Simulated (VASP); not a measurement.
Data:

```
CELL_PARAMETERS angstrom
      0.00000     3.06029     3.06029
      3.06029     0.00000     3.06029
      3.06029     3.06029     0.00000
ATOMIC_POSITIONS crystal
  Al 0.00000 0.00000 0.00000
  Sb 0.25000 0.25000 0.25000
```

Calculation: LDA (Ceperley-Alder, Perdew-Zunger), VASP's LDA PAW potentials (set 64) (plane waves; VASP). Settings: 520 eV cut-off, Gaussian smearing of 0.050 eV, potentials Al Sb.

Unless said otherwise, spin-orbit coupling is left out, though it shifts the bands of the heavy elements here.

**Question.** Give the energies of bands 2 to 7 at the high-symmetry points, in eV from the valence-band maximum.

**Answer.** 
```
band     Γ      X      U      L      W
----  ----  -----  -----  -----  -----
2     0.00  -5.55  -5.34  -5.48  -5.31
3     0.00  -2.22  -3.32  -0.92  -3.11
4     0.00  -2.22  -1.87  -0.92  -2.79
5     1.53   1.12   1.61   1.28   3.88
6     3.10   1.36   4.02   3.71   4.41
7     3.10   8.73   6.80   3.71   4.54
```

The gap is indirect, 1.12 eV, from the valence maximum at Γ to the conduction minimum at Γ-X at 0.93.

Measured: gap 1.73 eV (computed value off by -0.60 eV), as given by Anna Miglio et al., npj Computational Materials (2020), arXiv:2011.12765 [zero-point renormalisation of 35 meV (experimental, the table's column) added back].

The compound is AlSb in the zinc blende structure. It was relaxed first.
